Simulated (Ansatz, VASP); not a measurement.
## S in VASP and in Ansatz

```
S
1.0
     0.00000    3.76354    4.89802
     2.06224    0.00000    4.89802
     2.06224    3.76354    0.00000
S
2
Cartesian
  2.0622 1.6608 4.8980
  2.0622 5.8663 4.8980
```

Alike in both runs: functional PBE; k mesh 6 × 6 × 6; occupations gaussian, width 0.1 eV; no spin polarisation.

Ansatz relaxed the structure, and its values are those at the end. VASP's run is a single point on that final structure, the one shown.

|  | VASP | Ansatz |
| --- | --- | --- |
| version | VASP 6.6.1 | Ansatz 0.2.0 |
| potentials or method | VASP PAW PBE potentials, release 64 (S) | scalar-relativistic, plane waves, PAW |
| plane-wave cutoff (eV) | 520 | 420 |
| valence electrons in the cell | 12 | 12 |

Ansatz gave:

- gap on the k mesh at the Fermi level (eV): none
- pressure (GPa): 0.1
- rms of the force components (eV/Å): 0.020

Q: Which values does VASP return?

A: gap on the k mesh at the Fermi level (eV): none; pressure (GPa): 0.0; rms of the force components (eV/Å): 0.000.

A gap of «none» marks a metal or a gap that the smearing closes. With one functional, cell and mesh, what is left measures potentials, basis and numerics.
